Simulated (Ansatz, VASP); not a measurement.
## One calculation of Mo6H, two programs

The input INCAR:

```
SYSTEM = Mo6H
ALGO     = Normal         ! electronic algorithm
EDIFF    = 1E-7           ! SCF threshold, eV
ENCUT    = 520            ! plane-wave cutoff, eV
GGA      = PE             ! functional
ISIF     = 2              ! what is computed and relaxed
ISMEAR   = 0              ! smearing method
LASPH    = .True.         ! aspherical terms in the spheres
LCHARG   = .True.         ! write CHGCAR
LELF     = .True.         ! ELF
LREAL    = .False.        ! projectors in reciprocal space
LVHAR    = .True.       
LWAVE    = .False.        ! write WAVECAR
NBANDS   = 52             ! bands
NELM     = 80             ! most SCF steps
PREC     = Accurate       ! precision mode
SIGMA    = 0.2            ! smearing width, eV
```

The input KPOINTS:

```
k-points
0
Gamma
  8 8 2
  0 0 0
```

Contents of POSCAR:

```
Mo6H
1.0
    3.1365138957      0.0000000000      0.0000000000
    0.0000000000      3.1365138957      0.0000000000
    0.0000000000      0.0000000000      9.9110986088
H Mo
1 6
Direct
    0.5000000000      0.5000000000      0.0000000000
    0.5000000000      0.5000000000      0.1865173826
    0.5000000000      0.5000000000      0.8134826174
    0.0000000000      0.0000000000      0.0000000000
    0.0000000000      0.0000000000      0.6608768137
    0.0000000000      0.0000000000      0.3391231863
    0.5000000000      0.5000000000      0.5000000000
```

Input for Ansatz:

```yaml
crystal:
  lattice:
    - [3.1365138957, 0.0, 0.0]
    - [0.0, 3.1365138957, 0.0]
    - [0.0, 0.0, 9.9110986088]
  atoms:
    - { symbol: H, position: [0.5, 0.5, 0.0] }
    - { symbol: Mo, position: [0.5, 0.5, 0.1865173826] }
    - { symbol: Mo, position: [0.5, 0.5, 0.8134826174] }
    - { symbol: Mo, position: [0.0, 0.0, 0.0] }
    - { symbol: Mo, position: [0.0, 0.0, 0.6608768137] }
    - { symbol: Mo, position: [0.0, 0.0, 0.3391231863] }
    - { symbol: Mo, position: [0.5, 0.5, 0.5] }
basis:
  ecutwfc: 420
kpoints:
  mp_grid: { grid: [8, 8, 2] }
hamiltonian:
  xc: pbe
scf:
  occupations: { method: gaussian, width: 0.2 }
  lower_state_search: "off"
output:
  forces: true
  stress: true
  eigenvalues: true
```

Alike in both runs: task single point; functional PBE; k mesh 8 × 8 × 2; occupations gaussian, width 0.2 eV; no spin polarisation.

|  | VASP | Ansatz |
| --- | --- | --- |
| version | VASP 6.6.1 | Ansatz 0.2.0 |
| potentials or method | VASP PAW PBE potentials, release 64 (H, Mo_sv) | scalar-relativistic, plane waves, PAW |
| plane-wave cutoff (eV) | 520 | 420 |
| valence electrons in the cell | 85 | 85 |

```tsv
	VASP	Ansatz	Ansatz less VASP
gap on the k mesh at the Fermi level (eV)	none	none	-
pressure (GPa)	0.7	0.3	-0.46
rms of the force components (eV/Å)	0.031	0.034	+0.0025
```

Atom by atom the forces differ by 0.003 eV/Å (rms over components). A gap of «none» marks a metal or a gap that the smearing closes.
